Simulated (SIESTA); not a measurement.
Crystal: ZrC.

```xyz
2
Lattice="0.0000 2.3650 2.3650 2.3650 0.0000 2.3650 2.3650 2.3650 0.0000" Properties=species:S:1:pos:R:3 pbc="T T T"
Zr    2.3650    2.3650    2.3650
C     0.0000    0.0000    0.0000
```

Program: SIESTA 5.4.2. Alike in all runs: no spin polarisation; cell as given; k mesh 10 × 10 × 10; smearing fermi-dirac 0.05 eV; grid cutoff 800 Ry.

Order these runs on this cell by their pressure, lowest first.
A. level PBE; potentials or basis PseudoDojo 0.4 standard (PBE files), DZP (energy shift 0.002 Ry); energy shift 0.002 Ry
B. level PBEsol; potentials or basis PseudoDojo 0.4 standard (PBEsol files), DZP (energy shift 0.003 Ry; two zetas on semicore shells); energy shift 0.003 Ry
C. level PBE; potentials or basis PseudoDojo 0.4 standard (PBE files), TZP (energy shift 0.01 Ry); energy shift 0.01 Ry
D. level LDA; potentials or basis PseudoDojo 0.4 standard (LDA files), DZP (energy shift 0.003 Ry; two zetas on semicore shells); energy shift 0.003 Ry
E. level BLYP; potentials or basis PseudoDojo 0.4 standard (PBE files), DZP (energy shift 0.003 Ry; two zetas on semicore shells); energy shift 0.003 Ry

D (-10.3 GPa), B (-6.4 GPa), C (-4.1 GPa), A (-1.1 GPa), E (6.7 GPa).

Caveats: the basis of atomic orbitals isn't converged, which shifts pressures, moduli and gaps; semicore shells carry a single zeta, which can move pressures by several GPa and volumes by a few percent (some runs); the potentials were made for another functional, which shifts forces and pressure (some runs).

Not every run made on this cell is shown here.
